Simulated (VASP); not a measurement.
A run of VASP 6.6.1:

The input INCAR:

```
SYSTEM = InPd
PREC     = Accurate       ! precision mode
ENCUT    = 600            ! plane-wave cutoff, eV
EDIFF    = 1E-6           ! SCF threshold, eV
ISMEAR   = -1             ! smearing method
SIGMA    = 0.05           ! smearing width, eV
LREAL    = .False.        ! projectors in reciprocal space
LASPH    = .True.         ! aspherical terms in the spheres
NELM     = 60             ! most SCF steps
ALGO     = Normal         ! electronic algorithm
ISIF     = 3              ! what is computed and relaxed
LWAVE    = .False.        ! write WAVECAR
LCHARG   = .False.        ! write CHGCAR
GGA      = PS             ! functional
IVDW     = 12             ! dispersion correction
IBRION   = 2              ! ionic algorithm
NSW      = 40             ! ionic steps
EDIFFG   = -0.01          ! ionic threshold
```

The input KPOINTS:

```
Automatic mesh
0
Gamma
  8 8 8
  0 0 0
```

File POSCAR:

```
InPd
1.0
    3.2718847800      0.0000000000      0.0000000000
    0.0000000000      3.2718847800      0.0000000000
    0.0000000000      0.0000000000      3.2718847800
In Pd
1 1
Direct
    0.0000000000      0.0000000000      0.0000000000
    0.5000000000      0.5000000000      0.5000000000
```

Potentials or basis: VASP PAW PBE potentials, release 64 (In_d, Pd).

Launch:

```sh
$ cat potpaw_PBE.64/In_d/POTCAR potpaw_PBE.64/Pd/POTCAR > POTCAR
$ mpirun -np 1 vasp_std > vasp.out
```

Hardware: 1 thread of Intel(R) Xeon(R) 6975P-C (Granite Rapids) (shared host).

How long does it take, and how much memory?

Run time: 22 s on 1 thread of Intel(R) Xeon(R) 6975P-C (Granite Rapids), with other jobs on the host, peak memory 0.19 GiB. Counts: scf iterations 28, k points 35, ion steps 3.
